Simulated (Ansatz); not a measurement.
Fluorite CdF2, relaxed with r2SCAN in the PAW code Ansatz. The symmetry is Fm-3m (No. 225, cubic); a = 5.388 Å in the conventional setting, 13.04 Å³ an atom. Cd is surrounded by 8 F at 2.33 Å; F is surrounded by 4 Cd at 2.33 Å.

The axes x, y and z are those of this cell:
```yaml
crystal:
  lattice:
    - [0.00000, 2.69418, 2.69418]
    - [2.69418, 0.00000, 2.69418]
    - [2.69418, 2.69418, 0.00000]
  atoms:
    - { symbol: Cd, position: [0.00000, 0.00000, 0.00000] }
    - { symbol: F, position: [0.25000, 0.25000, 0.25000] }
    - { symbol: F, position: [0.75000, 0.75000, 0.75000] }
```

Unstrained: PBE gives an indirect gap of 3.100 eV, from W to Γ; the least direct gap is 3.598 eV at Γ. With r2SCAN the valence top lies at W and the conduction bottom at Γ, 3.794 eV higher; the smallest vertical gap, at Γ, is 4.306 eV. The HSE06 gap is indirect, 5.207 eV (W to Γ), below the direct gap of 5.791 eV at Γ. Meshes: PBE 8×8×8, r2SCAN 8×8×8, HSE06 6×6×6. Strains are changes of length per length. After each strain the atoms were relaxed again with r2SCAN within the symmetry that the strain leaves, so tilts or polar shifts that break it weren't tested; points keep the names that they have in the unstrained zone. No spin polarisation and no zero-point or thermal motion.

Task: One strain changed the r2SCAN stress by xx -3.10, yy -3.10, zz -8.61 GPa (compression positive) and the gap by -0.254 eV (PBE), -0.260 eV (r2SCAN), -0.273 eV (HSE06). Which kind of strain was it, and roughly how large?

Result: Uniaxial +5.01 % along z, other directions held. The pattern of the stress gives the kind; the size needs the stiffness, so it is an estimate.

Task: Apply isotropic -5.52 % on every length. How far does the gap move, against the unstrained cell?

Result: PBE: the gap goes from 3.100 to 3.727 eV (+0.627 eV). r2SCAN: the gap goes from 3.794 to 4.426 eV (+0.632 eV). HSE06: the gap goes from 5.207 to 5.894 eV (+0.687 eV). The r2SCAN energy rises by 156.6 meV an atom.

Task: One strain changed the r2SCAN stress by xx +2.79, yy +2.79, zz +2.79, xy -1.40, xz -1.40, yz -1.40 GPa (compression positive) and the gap by +0.079 eV (PBE), +0.075 eV (r2SCAN), +0.082 eV (HSE06). Which kind of strain was it, and roughly how large?

Result: Epitaxial -3.57 % in the plane normal to [111], free normal strain +5.51 %. The pattern of the stress gives the kind; the size needs the stiffness, so it is an estimate.

Spin-orbit coupling is left out.

The meshes of the hybrids are coarse, so their gaps aren't converged to the digits shown.
